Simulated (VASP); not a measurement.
Write the native input for VASP 6.6.1 that does the following.

```
Task                   : single point
Functional             : LDA
Potentials or basis    : VASP PAW LDA potentials, release 64 (Hf_pv, H)
Cutoff                 : 520 eV
k mesh                 : 14 × 14 × 14
Occupations            : gaussian, width 0.1 eV
Spin                   : no spin polarisation
Dipole correction      : no
Further INCAR settings : ALGO = Normal; EDIFF = 1e-06; NBANDS = 14
```

The structure of HfH3 lies in POSCAR:

```
HfH3
1.0
    3.0243743515      0.0000000000      0.0000000000
    0.0000000000      3.0243743515      0.0000000000
    0.0000000000      0.0000000000      3.0243743515
Hf H
1 3
Direct
    0.0000000000      0.0000000000      0.0000000000
    0.0000000000      0.5000000000      0.5000000000
    0.5000000000      0.0000000000      0.5000000000
    0.5000000000      0.5000000000      0.0000000000
```

The cell comes from a database or a generator and needn't be the stable form of this composition.

The cell isn't the ideal one: functional LDA, strained and moved within the space group.

One way to write it, as run:

INCAR

```
ALGO = Normal ; EDIFF = 1E-6
ENCUT = 520 ; GGA = CA
ISIF = 2 ; ISMEAR = 0
LASPH = True ; LCHARG = False
LREAL = False ; LWAVE = False
NBANDS = 14 ; NELM = 100
PREC = Accurate ; SIGMA = 0.1
```

KPOINTS

```
k-points
0
Gamma
  14 14 14
```

Potentials or basis: VASP PAW LDA potentials, release 64 (Hf_pv, H).

Launch:

```bash
$ cat potpaw_LDA.64/Hf_pv/POTCAR potpaw_LDA.64/H/POTCAR > POTCAR
$ mpirun -np 1 vasp_std > vasp.out
```

It gave:

```yaml
Pressure: 1.3 GPa
Band_gap_on_the_k_mesh: none (metal or under the smearing width)
```

It took 14 s on 1 thread of Intel(R) Xeon(R) 6975P-C (Granite Rapids) (shared host), peak memory 0.16 GiB.
